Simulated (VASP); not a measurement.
VASP input:

INCAR:
```
SYSTEM = LiI
PREC = Accurate
ENCUT = 520
EDIFF = 1E-6
NELM = 100
ALGO = Normal
LREAL = .FALSE.
LASPH = .TRUE.
ISMEAR = 0
SIGMA = 0.05
GGA = PE
LMAXMIX = 4
LWAVE = .FALSE.
LCHARG = .FALSE.
ISIF = 2
LSORBIT = .TRUE.
MAGMOM = 0 0 0 0 0 0
GGA_COMPAT = .FALSE.
```

**POSCAR**
```
LiI
1
    0.0000000000     3.0100000000     3.0100000000
    3.0100000000     0.0000000000     3.0100000000
    3.0100000000     3.0100000000     0.0000000000
Li I
1 1
Direct
  0.0000000000   0.0000000000   0.0000000000
  0.5000000000   0.5000000000   0.5000000000
```

**KPOINTS**
```
Automatic mesh
0
Gamma
6 6 6
0 0 0
```

POTCAR, in this order: Li_sv I (PBE.64 set). Program: vasp_std.

The run wrote:

File standard output:
```
 POSCAR found type information on POSCAR LiI
 POSCAR found :  2 types and       2 ions
 Reading from existing POTCAR

 -----------------------------------------------------------------------------
|                                                                             |
|     EEEEEEE  RRRRRR   RRRRRR   OOOOOOO  RRRRRR      ###     ###     ###     |
|     E        R     R  R     R  O     O  R     R     ###     ###     ###     |
|     E        R     R  R     R  O     O  R     R     ###     ###     ###     |
|     EEEEE    RRRRRR   RRRRRR   O     O  RRRRRR       #       #       #      |
|     E        R   R    R   R    O     O  R   R                               |
|     E        R    R   R    R   O     O  R    R      ###     ###     ###     |
|     EEEEEEE  R     R  R     R  OOOOOOO  R     R     ###     ###     ###     |
|                                                                             |
|     ERROR: Noncollinear calculations require that VASP is compiled          |
|     without the flag -DNGXhalf and-DNGZhalf.                                |
|     You probably tried to run a noncollinear calculation                    |
|     (LNONCOLLINEAR=T) with the executable vasp_std. Use vasp_ncl            |
|     instead!                                                                |
|                                                                             |
|       ---->  I REFUSE TO CONTINUE WITH THIS SICK JOB ... BYE!!! <----       |
|                                                                             |
 -----------------------------------------------------------------------------
```

Problem. From input and log, find the fault in this run and mend it.

Solution. The cause: LSORBIT needs the non-collinear program vasp_ncl. VASP stops with an error: ERROR: Noncollinear calculations require that VASP is compiled without the flag -DNGXhalf and-DNGZhalf. You probably tried to run a noncollinear calculation (LNONCOLLINEAR=T) with the executable vasp_std. Use vasp_ncl instead! ----> I REFUSE TO CONTINUE WITH THIS SICK JOB ... BYE!!! <---- To mend it, run vasp_ncl.

The mended run (PBE GGA with spin-orbit coupling, plane waves, VASP's PBE PAW potentials (set 64)) converges, and its OSZICAR ends with
```
   1 F= -.59523533E+01 E0= -.59523533E+01  d E =-.140893E-20  mag=    -0.0000    -0.0000    -0.0000
```

The compound is LiI in the rock salt structure. The cell was not relaxed at this level.
